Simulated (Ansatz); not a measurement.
# ZnO (zincite) (P6_3mc) in Ansatz: notebook, part 2 of 2

Ansatz 0.2.0. Earlier steps stand in the parts before.

## (4) Phonons, PBEsol

The input, input.yaml:

```yaml
crystal:
  lattice:
    - [3.249308, 0.0, 0.0]
    - [-1.624654, 2.8139832727, 0.0]
    - [0.0, 0.0, 5.205709]
  atoms:
    - { symbol: Zn, position: [0.6666666667, 0.3333333333, 0.0] }
    - { symbol: Zn, position: [0.3333333333, 0.6666666667, 0.5] }
    - { symbol: O, position: [0.3333333333, 0.6666666667, 0.87901] }
    - { symbol: O, position: [0.6666666667, 0.3333333333, 0.37901] }
hamiltonian:
  xc: pbesol
  pseudopotentials: { kind: paw }
kpoints:
  mp_grid: { grid: [7, 7, 4] }
scf:
  occupations: { method: fixed }
phonons:
  method: dfpt
  dielectric: true
  rigid_motions: translations
```

Potentials or basis: Ansatz PAW.

Launch:

```console
$ ansatz run input.yaml --threads 2 --pin off --max-ram 5632MiB --backend cpu --events-out ev --progress --plain --runs-dir out
```

The log of the run:

```text
Warning: RAYON_NUM_THREADS=2 ignored (pool sized by the plan → 2); use --threads N
Engine: ansatz 0.2.0, x86_64-unknown-linux-gnu
Pseudopotentials: kind: paw
Pseudopotential: Zn, paw, valence charge 12, recommended cutoff 420 eV (normal), Zn.paw.azcp
Pseudopotential: O, paw, valence charge 6, recommended cutoff 420 eV (normal), O.paw.azcp
Functional definition: PBEsol
  exchange = pbesol_x
  correlation = pbesol_c
Crystal: 4 atoms, lattice volume = 47.598 Å³
Basis set: ecut = 420 eV, 941 PW (Γ), exchange–correlation on 48×48×72 points (8 copies of the dense FFT grid, shifted against one another)
Bands: 22, of which v1, the nominal top of the filled ones, is band 18 counted from 1 (17 counted from 0)
Symmetry: 12 space group operations
k-points: 60 of 196 (irreducible under 2 space group operations, time reversal used)
Non-local potential: Zn, projectors of the file, l = 0: 2, l = 1: 2, l = 2: 3, l = 3: 1
Non-local potential: O, projectors of the file, l = 0: 2, l = 1: 2, l = 2: 1
PAW form: soft (Blöchl's): semilocal exchange-correlation on the pseudo side does not see the compensation charge
PAW frozen core: Zn, regenerated for the run's functional, and the local potential with it (the file was generated under x = pbe(κ = 0.804, μ = 0.2195149727645171), c = pbe(β = 0.06672455060314922))
PAW frozen core: O, regenerated for the run's functional, and the local potential with it (the file was generated under x = pbe(κ = 0.804, μ = 0.2195149727645171), c = pbe(β = 0.06672455060314922))
PAW one-centre angular grid: Zn, 590 points (default); XC on 64 Gauss nodes
PAW one-centre angular grid: O, 110 points (default); XC on 64 Gauss nodes
Initial density: superposition of atomic densities (neutral atoms: chi_scale 0, normalization atom), corrected by the library's trained network
Initial wavefunctions: pseudopotential atomic-orbital guess
Functional: x = pbesol(κ = 0.804, μ = 0.12345679012345678), c = pbesol(β = 0.046)
SCF iter   1: F=—  HF=-7684.278034 eV  |F-HF|=—  |Δ(HF+E_count)|=         —  Δρ=1.57e-2  dr2=9.46e-2  ethr=1.77e-3  ⟨swp⟩=5.1  Hψ=5224  notcnv=0  defer=118
preconditioner: auto → Resta (q_TF=auto, 2.604 Å⁻¹)  ε∞=7.6  [insulator: Δε(μ)=0.559 eV  Ē_g=12.539 eV  n_scr=22 (ndim 8)  ℏωp=32.3 eV  f_vac=0.035  ε∞_Penn≈7.6]
SCF iter   2: F=—  HF=-7684.253436 eV  |F-HF|=—  |Δ(HF+E_count)|=   2.46e-2  Δρ=2.08e-3  dr2=9.98e-4  ethr=2.63e-4  ⟨swp⟩=3.0  Hψ=2967  notcnv=0  defer=120
SCF iter   3: F=—  HF=-7684.253439 eV  |F-HF|=—  |Δ(HF+E_count)|=   3.19e-6  Δρ=1.14e-3  dr2=4.72e-4  ethr=2.77e-6  ⟨swp⟩=2.0  Hψ=1467  notcnv=0  defer=120
SCF iter   4: F=—  HF=-7684.253443 eV  |F-HF|=—  |Δ(HF+E_count)|=   3.70e-6  Δρ=2.12e-4  dr2=2.07e-5  ethr=1.31e-6  ⟨swp⟩=3.0  Hψ=2351  notcnv=0  defer=48
SCF iter   5: F=—  HF=-7684.253464 eV  |F-HF|=—  |Δ(HF+E_count)|=   2.14e-5  Δρ=1.45e-4  dr2=5.83e-6  ethr=5.76e-8  ⟨swp⟩=2.0  Hψ=2280  notcnv=0
SCF iter   6: F=—  HF=-7684.253458 eV  |F-HF|=—  |Δ(HF+E_count)|=   5.99e-6  Δρ=3.22e-5  dr2=3.45e-7  ethr=1.62e-8  ⟨swp⟩=2.0  Hψ=2280  notcnv=0
SCF iter   7: F=—  HF=-7684.253459 eV  |F-HF|=—  |Δ(HF+E_count)|=   1.08e-6  Δρ=9.97e-6  dr2=4.37e-8  ethr=9.59e-10  ⟨swp⟩=2.0  Hψ=2261  notcnv=0
SCF iter   8: F=—  HF=-7684.253459 eV  |F-HF|=—  |Δ(HF+E_count)|=   9.00e-8  Δρ=3.59e-6  dr2=6.85e-9  ethr=1.22e-10  ⟨swp⟩=2.0  Hψ=2178  notcnv=0
SCF iter   9: F=—  HF=-7684.253459 eV  |F-HF|=—  |Δ(HF+E_count)|=   5.06e-9  Δρ=8.04e-7  dr2=2.96e-10  ethr=1.90e-11  ⟨swp⟩=2.0  Hψ=2216  notcnv=0
SCF iter  10: F=-7684.253459 eV  HF=-7684.253459 eV  |F-HF|=9.09e-13  |Δ(HF+E_count)|=  2.10e-10  Δρ=1.47e-7  dr2=1.24e-11  ethr=1.00e-12  ⟨swp⟩=6.7  Hψ=7109  notcnv=0
SCF 1 converged in 10 iterations: F = -7684.253459 eV  dr2 = 1.24e-11
NSCF: frozen V_eff on 6 k-points
DFPT response loops at Γ: preconditioner auto → Resta (q_TF=auto, 2.604 Å⁻¹)  ε∞=9.3 (no band partly filled); β = 1.00, the filter's whole step (`scf.mixing.beta` (0.50) is not read by the response loops at its default; to damp them type it under 1.00, their step now; it binds the ground state too); Broyden in place of MSR1
── the response to a field inside a basis, on 10×10×6 k-points: an SCF that follows is theirs, and a resumed run solves both again ──
Bands: 19, of which v1, the nominal top of the filled ones, is band 18 counted from 1 (17 counted from 0)
k-points: 90
Initial density: handed on by an earlier stage of this run
Initial wavefunctions: pseudopotential atomic-orbital guess (no wavefunctions were taken with the density)
Eigensolver: Dense (90 Hₖ)
SCF iter   1: F=—  HF=-7684.261668 eV  |F-HF|=—  |Δ(HF+E_count)|=         —  Δρ=6.42e-4  dr2=3.46e-5  ethr=1.00e-1
preconditioner: auto → Resta (q_TF=auto, 2.604 Å⁻¹)  ε∞=11.1  [insulator: Δε(μ)=0.785 eV  Ē_g=10.154 eV  n_scr=22 (ndim 8)  ℏωp=32.3 eV  f_vac=0.032  ε∞_Penn≈11.1]
SCF iter   2: F=—  HF=-7684.261671 eV  |F-HF|=—  |Δ(HF+E_count)|=   3.34e-6  Δρ=4.19e-4  dr2=3.08e-5  ethr=9.62e-8
SCF iter   3: F=—  HF=-7684.261672 eV  |F-HF|=—  |Δ(HF+E_count)|=   2.92e-7  Δρ=1.27e-4  dr2=1.45e-6  ethr=8.57e-8
SCF iter   4: F=—  HF=-7684.261669 eV  |F-HF|=—  |Δ(HF+E_count)|=   2.27e-6  Δρ=1.93e-5  dr2=8.83e-8  ethr=4.02e-9
SCF iter   5: F=-7684.261669 eV  HF=-7684.261669 eV  |F-HF|=1.72e-8  |Δ(HF+E_count)|=   1.02e-7  Δρ=9.33e-6  dr2=2.16e-8  ethr=2.45e-10
SCF 1 converged in 5 iterations: F = -7684.261669 eV  dr2 = 2.16e-8
DFPT response loops at Γ: preconditioner auto → Resta (q_TF=auto, 2.604 Å⁻¹)  ε∞=8.7 (no band partly filled); β = 1.00, the filter's whole step (`scf.mixing.beta` (0.50) is not read by the response loops at its default; to damp them type it under 1.00, their step now; it binds the ground state too); Broyden in place of MSR1
[... 27 lines left out ...]
  k-point 59: bands = ["-10.3177", "-10.0679", "1.0559", "1.2157", "1.5864", "1.7120", "1.8858", "1.9617", "2.5252", "2.6628", "2.7688", "2.9078", "3.4938", "4.0708", "4.7136", "4.8877", "5.8876", "6.1513", "12.0996", "13.9051", "15.5457", "15.7266"]
--- Phonons (Γ-DFPT): 4 representative perturbations + reference, on 60 of 196 k-points (Σ response iterations 15) ---
  k mesh reduced under 2 symmetry operations, with k and −k counted as one. Each operation leaves every solved perturbation unchanged. A smaller set is not considered because the run solves the response to a homogeneous field
  ASR residual: 5.723e-5 → 0.000e0 eV/Å²; symmetrization residual: 1.075e-5 eV/Å²
  ASR residual per site (eV/Å²): 2.82e-5 2.82e-5 5.72e-5 5.72e-5
  Γ frequencies (cm⁻¹): 0.00 0.00 0.00 88.70 88.70 250.43 370.53 374.65 374.65 407.60 407.60 530.29
  ε∞ (high-frequency dielectric tensor):
        5.335759     0.000000     0.000000
       -0.000000     5.335759     0.000000
        0.000000     0.000000     5.381802
  ε⁰ (static dielectric tensor: ions relaxed, cell fixed):
       10.480052     0.000000    -0.000000
        0.000000    10.480052     0.000000
       -0.000000     0.000000    10.898180
  ε⁰ − ε∞ (ionic part):
        5.144293     0.000000    -0.000000
        0.000000     5.144293     0.000000
       -0.000000     0.000000     5.516378
  softest optical mode at Γ: 88.70 cm⁻¹; the repairs (sum rule, projections) moved no ω² at Γ by more than (1.78 cm⁻¹)²
  Born effective charges Z* (e; rows j = field, columns β = displacement):
    site 0:
         2.11869    0.00000    0.00000
         0.00000    2.11869    0.00000
        -0.00000    0.00000    2.16987
    site 1:
         2.11869    0.00000   -0.00000
         0.00000    2.11869    0.00000
         0.00000    0.00000    2.16987
    site 2:
        -2.11869   -0.00000    0.00000
        -0.00000   -2.11869   -0.00000
        -0.00000   -0.00000   -2.16987
    site 3:
        -2.11869   -0.00000   -0.00000
        -0.00000   -2.11869   -0.00000
         0.00000   -0.00000   -2.16987
  Z* charge neutrality: 2.071e-3 e pre-enforcement
  solved inside a basis spanned on kpoints, on 10×10×6 k-points transformed towards the longest dipole: ε∞ is read to err by 2.4e-2, Z* by 2.3e-2 e (field_mesh: kpoints solves on kpoints); Z* is corrected for what the basis lacks
  optical modes at Γ without the LO–TO term, one row a degenerate level:
      ω (cm⁻¹)  modes    IR ((D/Å)²/amu)
         88.70      2             0.0000
        250.43      1             0.0000
        370.53      1            16.9018
        374.65      2            32.2279
        407.60      2             0.0000
        530.29      1             0.0000
  optical modes at Γ + LO–TO along q̂ = [1.0000, 0.0000, 0.0000]:
      ω (cm⁻¹)  modes    IR ((D/Å)²/amu)
         88.70      2             0.0000
        250.43      1             0.0000
        370.53      1            16.9018
        374.65      1            16.1140
        407.60      2             0.0000
        525.06      1            16.1140
        530.29      1             0.0000
  optical modes at Γ + LO–TO along q̂ = [0.0000, 1.0000, 0.0000]:
      ω (cm⁻¹)  modes    IR ((D/Å)²/amu)
         88.70      2             0.0000
        250.43      1             0.0000
        370.53      1            16.9018
        374.65      1            16.1140
        407.60      2             0.0000
        525.06      1            16.1140
        530.29      1             0.0000
  optical modes at Γ + LO–TO along q̂ = [0.0000, 0.0000, 1.0000]:
      ω (cm⁻¹)  modes    IR ((D/Å)²/amu)
         88.70      2             0.0000
        250.43      1             0.0000
        374.65      2            32.2279
        407.60      2             0.0000
        527.27      1            16.9018
        530.29      1             0.0000
```

optical_modes.tsv:

```text
# format = ansatz-optical-modes/1
# cell_volume_ang3 = 4.75983917033579e1
# eps_inf = 5.335758866746822e0 1.850371707708594e-17 2.1973164029039556e-17 -9.25185853854297e-18 5.335758866746823e0 1.7578531223231644e-16 2.139492287038062e-17 1.6653345369377348e-16 5.381802324754759e0
[... 9 lines left out ...]
0e0	0e0	0e0	5.302917728329691e2	1	2.0736574830570718e-31	3.9790206708767384e-33	-2.7501873252862015e-34	4.456025799656955e-33	1.900852232189666e-35	-3.0798798722160497e-34	4.99021431895032e-33
[... 18 lines left out ...]
0e0	0e0	1e0	5.272736497292022e2	1	1.6901783828151967e1	1.3334076950016172e-32	2.3926166755901452e-33	-9.883633967801394e-17	4.293221478900416e-34	-1.7734821491908466e-17	7.326057947292636e-1
0e0	0e0	1e0	5.302917728329691e2	1	1.917228195890249e-27	3.750464046077658e-33	-1.4507723716134635e-32	5.580740293125918e-31	5.61194681079039e-32	-2.158768549957047e-30	8.304215648165228e-29
```

Run time: 1.8 min. Hardware: 2 threads of Intel Xeon at 2.50GHz (Skylake/Cascade Lake), shared host; peak memory 0.73 GiB.

What came out:

* Free energy: -7684.2535 eV
* Band gap on the k mesh: 0.70 eV, direct
* Electronic dielectric tensor (diagonal): 5.34, 5.34, 5.38
* Born charges (mean of the diagonal): Zn +2.14; O -2.14 e
* Highest phonon frequency at Γ, LO-TO splitting left out: 530 cm⁻¹
* Static dielectric tensor (diagonal): 10.48, 10.48, 10.90

Levels at points of the mesh, in eV from the valence-band top:
```
            k point  band 16  band 17  band 18  band 19  band 20  band 21
 (0.00, 0.00, 0.00)    -0.07     0.00     0.00     0.70     5.12     8.14
(0.00, 0.00, -0.50)    -0.40    -0.40    -0.40     3.38     3.38     9.99
```

Phonon frequencies in cm⁻¹ (negative: imaginary):
```
              q point                              frequencies
(0.000, 0.000, 0.000)  0 0 0 89 89 250 371 375 375 408 408 530
```

Electronic dielectric tensor:
```
5.34 0.00 0.00
0.00 5.34 0.00
0.00 0.00 5.38
```

Born effective charge tensors (e):
atom 1, Zn
```
2.12 0.00 0.00
0.00 2.12 0.00
0.00 0.00 2.17
```
atom 2, Zn
```
2.12 0.00 0.00
0.00 2.12 0.00
0.00 0.00 2.17
```
atom 3, O
```
-2.12  0.00  0.00
 0.00 -2.12  0.00
 0.00  0.00 -2.17
```
atom 4, O
```
-2.12  0.00  0.00
 0.00 -2.12  0.00
 0.00  0.00 -2.17
```

Static dielectric tensor, electrons and zone-centre modes:
```
10.48  0.00  0.00
 0.00 10.48  0.00
 0.00  0.00 10.90
```

Caveat: the gap is small at this level, which inflates the dielectric constant; odd divisions of the mesh miss points on the zone boundary, where band edges often lie, so the gap on the mesh can be too wide; the PAW data sets come from PBE, with cores solved anew for the run's functional, which leaves a small shift of forces and pressure.

## (5) Overview

| task | level | k mesh | smearing | points for each segment of the path | gap on the mesh (eV) | pressure (GPa) | largest force (eV/Å) |
| --- | --- | --- | --- | --- | --- | --- | --- |
| band structure | RPBE | 9 × 9 × 5 | fermi-dirac 0.05 eV | 14 | 0.90 | 9.5 | 0.08 |
| band structure | revPBE | 9 × 9 × 5 | fermi-dirac 0.05 eV | 14 | 0.88 | 8.3 | 0.07 |
| phonons | PBEsol | 7 × 7 × 4 | fixed | - | 0.70 | - | - |

Alike in all rows: potentials or basis Ansatz PAW; no spin polarisation; cell as given; cutoff (eV) 420.

On the cell as given the gap runs from 0.70 eV (PBEsol) to 0.90 eV (RPBE); the meshes differ, which moves gaps too.

Caveats: the PAW data sets come from PBE, with cores solved anew for the run's functional, which leaves a small shift of forces and pressure; the gap is small at this level, which inflates the dielectric constant (some runs); odd divisions of the mesh miss points on the zone boundary, where band edges often lie, so the gap on the mesh can be too wide (some runs).

Total energies depend on the potentials used, so only differences within one code and one set of settings carry meaning.

## (6) Against experiment

Step 2. A measured gap of ZnO is 3.37 eV (quoted in “Electronic structure of alkaline earth and post-transition metal oxides”, 2009, arxiv:0908.1581); the calculated 0.90 eV misses it by -2.47 eV. So large a miss can be the level of theory's own, or it may mean another phase, state or a wrong row. The value is that of RPBE, without temperature or zero-point motion. Semilocal functionals fall short of measured gaps as a rule.

Step 3. Measured gap of ZnO: 3.37 eV (quoted in “Electronic structure of alkaline earth and post-transition metal oxides”, 2009, arxiv:0908.1581). This calculation gives 0.88 eV (-2.49 eV). So large a miss can be the level of theory's own, or it may mean another phase, state or a wrong row. The value is that of revPBE, without temperature or zero-point motion. Semilocal functionals fall short of measured gaps as a rule.

Step 4. Against the measured gap of ZnO, 3.37 eV (quoted in “Electronic structure of alkaline earth and post-transition metal oxides”, 2009, arxiv:0908.1581), the calculated 0.70 eV is off by -2.67 eV. So large a miss can be the level of theory's own, or it may mean another phase, state or a wrong row. The value is that of PBEsol, without temperature or zero-point motion. Semilocal functionals fall short of measured gaps as a rule.
